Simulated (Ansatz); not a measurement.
A single-point run of Ansatz (plane waves, PAW) on a 2-atom cell of CdS (F-43m) from a materials database, with the lines that name the functional removed. The geometry is the r2SCAN minimum.

```cif
data_structure
_symmetry_space_group_name_H-M 'P 1'
_symmetry_Int_Tables_number 1
_cell_length_a 4.1567
_cell_length_b 4.1567
_cell_length_c 4.1567
_cell_angle_alpha 60.000
_cell_angle_beta 60.000
_cell_angle_gamma 60.000
_cell_volume 50.78
loop_
_atom_site_label
_atom_site_type_symbol
_atom_site_fract_x
_atom_site_fract_y
_atom_site_fract_z
_atom_site_occupancy
Cd1 Cd 0.00000 0.00000 0.00000 1
S1 S 0.25000 0.25000 0.25000 1
```

```
scf.n_extra_bands = 4 over 13 filled bands (N_el = 26.0): the run solves 17 bands
Pseudopotential: Cd, paw, valence charge 20, recommended cutoff 420 eV
Pseudopotential: S, paw, valence charge 6, recommended cutoff 420 eV
Crystal: 2 atoms, lattice volume = 50.783 Å³
Basis set: ecut = 420 eV, 965 PW (Γ)
Symmetry: 24 space group operations
Space group: F-43m (ITA 216)
k-points: 16 of 216 (time reversal used)
preconditioner: auto → none  [insulator: Δε(μ)=2.663 eV  ℏωp=22.1 eV]
hybrid outer 1: dexx = +1.177e-2 eV, tail = 2.95e-5 eV
hybrid outer 2: dexx = +4.354e-7 eV, tail = 3.22e-8 eV, Δε = 2.96e-3 eV
NSCF: frozen V_eff on 6 k-points
hybrid SCF converged: 2 outer / 10 inner (+2 warm-up)
Free energy (F): -9161.732836 eV
Fermi energy:    5.582666 eV
--- Per-component energies (eV) ---
  E_band       = -588.090277
  E_kinetic    = 612.303541
  E_local      = -4050.302330
  E_nonlocal   = 62.785552
  E_hartree    = 1860.647121
  E_xc         = -210.661479
  E_vxc        = -237.976921
  E_exx        = -110.429613
  E_paw        = -4641.295340
  E_vpaw       = -475.338422
  E_ewald      = -2684.082191
  E_core_change = -0.698114
--- Stress (GPa, compression-positive) ---
        0.074955       0.000000       0.000000
        0.000000       0.074955       0.000000
        0.000000       0.000000       0.074955
  P = ⅓ Tr σ = 0.0750 GPa (0.750 kbar)
--- Band table (eV; the first three rows and the last of 16) ---
  k-point 0: bands = […, -3.2900, -2.8342, -2.8342, 5.5827, 5.5827, 5.5827, 8.3313, 14.0030, 14.0030, 14.0030]
  k-point 1: bands = […, -3.1780, -2.8352, -2.8352, 4.0526, 5.3676, 5.3676, 9.5119, 13.6187, 14.3360, 14.3360]
  k-point 2: bands = […, -2.8210, -2.8210, -2.7940, 1.9902, 4.9760, 4.9760, 10.2974, 14.1331, 14.5467, 14.5467]
  k-point 15: bands = […, -2.9112, -2.7974, -2.2233, 1.4957, 3.3374, 3.3438, 11.9709, 12.5931, 15.6718, 15.7835]
```

bands.tsv, columns around the gap (it counts bands from 0):
```tsv
# k_distance	band_8	band_9	band_10	band_11	band_12	band_13	band_14	band_15	band_16
# fermi_ev = 5.582666
# [0, 0, 0] at k_distance = 0.000000
# [-0.5, -0.5, 0] at k_distance = 1.068857
# [-0.375, -0.375, 0.25] at k_distance = 1.446754
# [-0.375, 0, 0.375] at k_distance = 2.101293
# [0, 0, 0.5] at k_distance = 2.755831
# [-0.5, -0.25, 0.25] at k_distance = 3.511627
# levels_relative_to = fermi_ev
0.000	-8.417	-8.417	0.000	0.000	0.000	2.749	8.420	8.420	8.420
1.069	-8.341	-7.935	-4.167	-1.961	-1.961	5.169	6.160	11.118	12.865
1.447	-8.378	-7.817	-4.102	-2.660	-1.597	5.948	7.314	10.303	11.010
2.101	-8.378	-7.817	-4.102	-2.660	-1.597	5.948	7.314	10.303	11.010
2.756	-8.386	-8.020	-4.610	-0.787	-0.787	4.760	8.864	8.864	9.295
3.512	-8.408	-7.767	-4.055	-2.334	-2.334	7.117	7.404	9.100	9.796
```
In order the rows are Γ, X, U, K, L, W.

Problem. Which level of theory was used?
A. DDH-PBE0
B. HSE06
C. PBE0
D. Hartree-Fock

Solution. C. PBE0. The exchange loop and the term E_exx show exact exchange. With PBE0 the gap is 2.75 eV and direct, at Γ. Among hybrids the size of the gap and of E_exx follows the share and range of exact exchange. The stress of a hybrid is loosely converged here. The log narrows the family; the member has to be judged from the numbers.

Wall time 19 s on 1 × NVIDIA H100 80GB HBM3 with 2 threads of AMD EPYC 7R13 Processor (Zen 3), on a shared host, load about 2.7 per core; peak host memory 2.5 GiB.

No spin polarisation and no zero-point or thermal motion.

The runs are scalar-relativistic, without spin-orbit coupling.

The meshes of the hybrids are coarse, so their gaps aren't converged to the digits shown.
